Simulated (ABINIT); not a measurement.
# NaCl (Fm-3m): G0W0 in ABINIT against the screening cutoff in the self-energy, part 2 of 2

Aim: move the screening cutoff in the self-energy of a G0W0 run on NaCl (Fm-3m) over a wide range.

ABINIT 10.8.3; PBE and many-body steps on it, plane waves. Known limits of the many-body steps: not at the basis limit; coarse k mesh.

So far. Step 2 (Screening, 4×4×4 mesh, 293 bands, screening to 272.1 eV): Local fields lower ε∞ by 15 %. On a Γ-centred mesh this coarse the value itself is usually too large, while a short band sum pulls it down. Step 5 (3.5 Ha): The gap on the mesh goes from 5.15 eV to 7.94 eV, a correction of +2.79 eV.

The database entry behind the starting cell differs from later determinations by our own check (an axis about 0.4 % short against later determinations), so it need not match the best structure at ambient conditions.

## (6) 5 Ha

Level of this step: G0W0 on PBE, plane waves, norm-conserving pseudopotentials (ABINIT).

File run.abi:

```
acell 3*1.0 Angstrom
rprim 
  0.000000000000 2.810000000000 2.810000000000
  2.810000000000 0.000000000000 2.810000000000
  2.810000000000 2.810000000000 0.000000000000
ntypat 2
znucl 11 17
natom 2
typat 1 2
xred 
  0.000000000000 0.000000000000 0.000000000000
  0.500000000000 0.500000000000 0.500000000000
pp_dirpath "pseudos"
pseudos "Na.upf, Cl.upf"
ecut 38
ngkpt 4 4 4
nshiftk 1
shiftk 0 0 0
kptopt 1
chksymbreak 0
istwfk *1
occopt 1
irdwfk 1
optdriver 4
nband 293
gwcalctyp 0
ecutsigx 38
symsigma 1
nkptgw 1
kptgw 
  0.0000000000 0.0000000000 0.0000000000
bdgw 
  6 12
ecuteps 5
irdscr 1
ppmodel 1
indata_prefix "in"
outdata_prefix "out"
tmpdata_prefix "tmp"
```

Launch:

```sh
OMP_NUM_THREADS=1 mpirun -n 4 abinit run.abi > log
```

Output:

```text
.Version 10.8.3 of ABINIT. v10.8.2 released Aug 2026.

 Symmetries : space group Fm -3 m (#225); Bravais cF (face-center cubic)
[... echo of the input left out ...]
== DATASET  1 ==================================================================
-   mpi_nproc: 4, omp_nthreads: 1 (-1 if OMP is not activated)

--- !DatasetInfo
iteration_state: {dtset: 1, }
dimensions: {natom: 2, nkpt: 8, mband: 293, nsppol: 1, nspinor: 1, nspden: 1, mpw: 3383, }
cutoff_energies: {ecut:  38.0, pawecutdg:  -1.0, }
[...]
10  10.523  -8.376  -3.599  -3.362   0.856  -0.168  -7.165   1.211  11.734
       11  10.523  -8.376  -3.599  -3.362   0.856  -0.168  -7.165   1.211  11.734
       12  10.523  -8.376  -3.599  -3.362   0.856  -0.168  -7.165   1.211  11.734

== END DATASET(S) ==============================================================
================================================================================

 -outvars: echo values of variables after computation  --------
           etotal      0.0000000000E+00
            nband         293
             nkpt           8
          spgroup         225
 [... the other variables as echoed above ...]

 Calculation completed.
```

Run time: 9.6 s. Hardware: 4 MPI ranks of Arm Neoverse V1, shared host; peak memory 1.5 GiB.

This step gave:

| Property | Result |
| --- | --- |
| G0W0 gap on the points computed | 8.076 eV |
| starting gap on the mesh | 5.150 eV |
| k of the valence top | 0, 0, 0 |
| k of the conduction bottom | 0, 0, 0 |
| least direct G0W0 gap on the computed points | 8.076 eV |

Against the run before, the gap moves by +0.140 eV.

## (7) 7.5 Ha

run.abi, as its differences from that of step 6:

```diff
@@ -33,3 +33,3 @@
   6 12
-ecuteps 5
+ecuteps 7.5
 irdscr 1
```

Output:

```text
.Version 10.8.3 of ABINIT. v10.8.2 released Aug 2026.

 Symmetries : space group Fm -3 m (#225); Bravais cF (face-center cubic)
[... echo of the input left out ...]
== DATASET  1 ==================================================================
-   mpi_nproc: 4, omp_nthreads: 1 (-1 if OMP is not activated)

--- !DatasetInfo
iteration_state: {dtset: 1, }
dimensions: {natom: 2, nkpt: 8, mband: 293, nsppol: 1, nspinor: 1, nspden: 1, mpw: 3383, }
cutoff_energies: {ecut:  38.0, pawecutdg:  -1.0, }
[...]
10  10.523  -8.376  -3.599  -3.371   0.856  -0.169  -7.173   1.203  11.726
       11  10.523  -8.376  -3.599  -3.371   0.856  -0.169  -7.173   1.203  11.726
       12  10.523  -8.376  -3.599  -3.371   0.856  -0.169  -7.173   1.203  11.726

== END DATASET(S) ==============================================================
================================================================================

 -outvars: echo values of variables after computation  --------
           etotal      0.0000000000E+00
            nband         293
             nkpt           8
          spgroup         225
 [... the other variables as echoed above ...]

 Calculation completed.
```

It took 20 s on 4 MPI ranks; peak memory 1.6 GiB; 78 s of CPU time.

Numbers from this step:

- G0W0 gap on the points computed: 8.132 eV
- starting gap on the mesh: 5.150 eV
- k of the valence top: 0, 0, 0
- k of the conduction bottom: 0, 0, 0
- least direct G0W0 gap on the computed points: 8.132 eV

Against the run before, the gap moves by +0.056 eV.

## (8) 10 Ha

run.abi, as its differences from that of step 7:

```diff
@@ -33,3 +33,3 @@
   6 12
-ecuteps 7.5
+ecuteps 10
 irdscr 1
```

Output:

```text
.Version 10.8.3 of ABINIT. v10.8.2 released Aug 2026.

 Symmetries : space group Fm -3 m (#225); Bravais cF (face-center cubic)
[... echo of the input left out ...]
== DATASET  1 ==================================================================
-   mpi_nproc: 4, omp_nthreads: 1 (-1 if OMP is not activated)

--- !DatasetInfo
iteration_state: {dtset: 1, }
dimensions: {natom: 2, nkpt: 8, mband: 293, nsppol: 1, nspinor: 1, nspden: 1, mpw: 3383, }
cutoff_energies: {ecut:  38.0, pawecutdg:  -1.0, }
[...]
10  10.523  -8.376  -3.599  -3.374   0.856  -0.169  -7.176   1.200  11.723
       11  10.523  -8.376  -3.599  -3.374   0.856  -0.169  -7.176   1.200  11.723
       12  10.523  -8.376  -3.599  -3.374   0.856  -0.169  -7.176   1.200  11.723

== END DATASET(S) ==============================================================
================================================================================

 -outvars: echo values of variables after computation  --------
           etotal      0.0000000000E+00
            nband         293
             nkpt           8
          spgroup         225
 [... the other variables as echoed above ...]

 Calculation completed.
```

It took 43 s on 4 MPI ranks; peak memory 2.1 GiB.

This step gave:

- G0W0 gap on the points computed: 8.159 eV
- starting gap on the mesh: 5.150 eV
- k of the valence top: 0, 0, 0
- k of the conduction bottom: 0, 0, 0
- least direct G0W0 gap on the computed points: 8.159 eV

Against the run before, the gap moves by +0.027 eV.

## (9) The runs together

Times are wall times on 4 MPI ranks of Arm Neoverse V1, shared host, good to a factor of about two. A run's time includes the screening step that it read.

| run | mesh | bands | screening cutoff (eV) | DFT gap (eV) | gap on the mesh (eV) | direct (eV) | ε∞ used | time |
| --- | --- | --- | --- | --- | --- | --- | --- | --- |
| 1 Ha | 4×4×4 | 293 | 27.2 | 5.150 | 7.781 | 7.781 | 2.38 | 1.9 min |
| 2 Ha | 4×4×4 | 293 | 54.4 | 5.150 | 7.807 | 7.807 | 2.38 | 1.9 min |
| 3.5 Ha | 4×4×4 | 293 | 95.2 | 5.150 | 7.936 | 7.936 | 2.38 | 1.9 min |
| 5 Ha | 4×4×4 | 293 | 136.1 | 5.150 | 8.076 | 8.076 | 2.38 | 2 min |
| 7.5 Ha | 4×4×4 | 293 | 204.1 | 5.150 | 8.132 | 8.132 | 2.38 | 2.1 min |
| 10 Ha | 4×4×4 | 293 | 272.1 | 5.150 | 8.159 | 8.159 | 2.38 | 2.5 min |

## (10) Results

```yaml
1_ha: 7.781 eV
2_ha: 7.807 eV
3p5_ha: 7.936 eV
5_ha: 8.076 eV
7p5_ha: 8.132 eV
10_ha: 8.159 eV
known_limits: not at the basis limit; coarse k mesh
```

The setting moved: screening cutoff in the self-energy. From 1 Ha to 10 Ha the gap moves by +0.38 eV. The last step still moves it by +0.027 eV. Bands and screening cutoff are coupled, so a series along one setting does not show full convergence. Bands and cutoff are finite, so the gap is not at the basis limit. The miss can reach some tenths of an eV and take either sign; the mesh is an error of its own. In the G0W0 runs levels were corrected at 1 k point alone, so a gap called «on the mesh» is the least over those, and an edge elsewhere would be missed. The 4×4×4 mesh is coarse for this cell, which bears on the long-range parts of exchange and screening.

[Paths, hosts, dates, memory and timing lines, banners, echoed tables and standing remarks are left out of the program output.]

[Logs are printed without paths, hosts, clocks, repeated set-up lines and the standing remarks that a program may print on its own settings, such as how far it seeks lower states.]

[Runs of the session that timed out or met a known fault of the program may be left out.]

[Hosts, paths, dates, database ids (printed as entryN), source tags and the programs' standing remarks are cut or masked in the printed files.]

[G0W0 gaps are taken among the corrected bands and points alone; a level outside them can change the order at an edge.]

[Where Ansatz stands beside ABINIT at settings called matched, ABINIT's density can come from a denser mesh and the files from another edition; pairs whose starting gaps differed by over 0.03 eV were left out, so agreement reads better than it is.]
